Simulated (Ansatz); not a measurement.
CoO:

```xyz
2
Lattice="1.6022 0.9250 2.5665 -1.6022 0.9250 2.5665 0.0000 -1.8501 2.5665" Properties=species:S:1:pos:R:3 pbc="T T T"
Co    0.0000    0.0000    7.6915
O     0.0000    0.0000    5.7824
```

Measurements of this composition are mostly on another form, of space group No. 225.

Base run:

* Program: Ansatz 0.2.0
* Functional: PBEsol
* Potentials or basis: Ansatz PAW
* Cutoff: 420 eV (not typed: the program's choice for these potentials)
* k mesh: 10 × 10 × 10
* Occupations: fermi-dirac, width 0.05 eV
* Spin: collinear spin, ferromagnetic start
* Starting moments: [2.0, 0.0] μB
* Hubbard terms: Co d U = 6 eV

Its results: band gap on the k mesh 0.53 eV, direct; pressure 11.2 GPa; net moment 3.00 μB per cell; site moments Co +2.46; O +0.16 μB; largest force 0.473 eV/Å.

Question: After a change of settings the same cell gave: band gap on the k mesh 0.71 eV, direct; pressure 14.0 GPa; net moment 3.00 μB per cell; site moments Co +2.50; O +0.12 μB; largest force 0.507 eV/Å. Which change was it?
A. hubbard terms from Co d U = 6 eV to none; hubbard projectors from ortho-atomic (the default) to none
B. hubbard terms from Co d U = 6 eV to none; hubbard projectors from ortho-atomic (the default) to none; moments at the start from [2.0, 0.0] to [3.5, 0.0]
C. hubbard terms from Co d U = 6 eV to Co d U = 8 eV
D. hubbard terms from Co d U = 6 eV to Co d U = 5 eV

Answer: C.

Caveats: the magnetic or orbital state may not be the lowest; a cell with one magnetic atom can't hold antiferromagnetic order, which such compounds often take; the PAW data sets come from PBE, with cores solved anew for the run's functional, which leaves a small shift of forces and pressure.
